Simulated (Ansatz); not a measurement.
Te4Pt3: computed properties

Theory: DFT r2SCAN, scalar-relativistic, plane waves, PAW in Ansatz 0.2.0.

Cutoff 500 eV; k points 12×12×12 on the computed 7-atom cell (Γ-centred); Gaussian smearing, width 0.10 eV; no spin polarisation.

The structure is relaxed at this level of theory with its symmetry kept. Whether it is the stable form of this composition wasn't checked.

```cif
data_structure
_symmetry_space_group_name_H-M 'P 1'
_symmetry_Int_Tables_number 1
_cell_length_a 12.5453
_cell_length_b 12.5453
_cell_length_c 12.5453
_cell_angle_alpha 18.376
_cell_angle_beta 18.376
_cell_angle_gamma 18.376
_cell_volume 171.40
loop_
_atom_site_label
_atom_site_type_symbol
_atom_site_fract_x
_atom_site_fract_y
_atom_site_fract_z
_atom_site_occupancy
Te1 Te 0.44713 0.44713 0.44713 1
Te2 Te 0.55287 0.55287 0.55287 1
Te3 Te 0.29594 0.29594 0.29594 1
Te4 Te 0.70406 0.70406 0.70406 1
Pt1 Pt 0.00000 0.00000 0.00000 1
Pt2 Pt 0.14671 0.14671 0.14671 1
Pt3 Pt 0.85329 0.85329 0.85329 1
```

```json
{"Space group": "R-3m (No. 166)", "Volume per atom": "24.49 Å³", "Formation energy from the elements' standard states (uncorrected)": "-0.414 eV/atom", "Generalised Kohn–Sham band gap": "none (metal)", "Density of states at the Fermi level": "2.18 states/eV per cell", "Löwdin character within 0.5 eV of the Fermi level": "Te 5p 65 %, Pt 5d 25 %, unprojected 5 %", "Bader charges (e)": "Te (2 in the cell) 0.36, Te (2 in the cell) 0.23, Pt (1 in the cell) -0.44, Pt (2 in the cell) -0.37"}
```

Spin-orbit coupling is left out, which matters for the bands of heavy elements.

Cost: 1 run of about 13 core-minutes, on Intel Xeon Platinum 8375C (Ice Lake) (shared hosts).